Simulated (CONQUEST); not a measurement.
**PbSe (Clausthalite) under changes of volume**

One of the cells (28.671 Å³/atom); the others are scaled copies at fixed shape and fractional positions:

```
Pb Se
1.0
     4.32841    0.00000    0.00000
     0.00000    4.32841    0.00000
     0.00000    0.00000    6.12130
Pb Se
2 2
Cartesian
  0.0000 0.0000 0.0000
  2.1642 2.1642 3.0606
  0.0000 0.0000 3.0606
  2.1642 2.1642 0.0000
```

| Quantity | Value |
| --- | --- |
| Program | CONQUEST 1.3 |
| Functional | PBE |
| Potentials or basis | PseudoDojo NC PBE, SZ, grid of 48 × 48 × 60 points |
| k mesh | 6 × 6 × 5 |
| Occupations | fermi-dirac, width 0.05 eV |
| Spin | no spin polarisation |

```tsv
volume (Å³/atom)	energy over the lowest point (meV/atom)	pressure (GPa)
26.951	?	?
27.524	100.51	9.7
28.097	68.97	7.9
28.671	43.97	6.2
29.244	24.68	4.7
29.818	10.21	3.4
30.391	0.00	2.3
```

What does the run at 26.951 Å³/atom give?

Energy over the lowest point 138.36 meV/atom; pressure 11.5 GPa.

Worked out: A Birch-Murnaghan fit of order 3 (a polynomial in V^(-2/3)) to the other rows has no minimum within the range. It gives 139.64 meV/atom at 26.951 Å³/atom, against the run's 138.36, and -dE/dV = 12.1 GPa, against 11.5.

Energies are extrapolated to zero smearing.

Caveats: the atomic basis is small; the basis of atomic orbitals isn't converged, which shifts pressures, moduli and gaps; the real-space grid breaks the cell's symmetry a little (some runs).
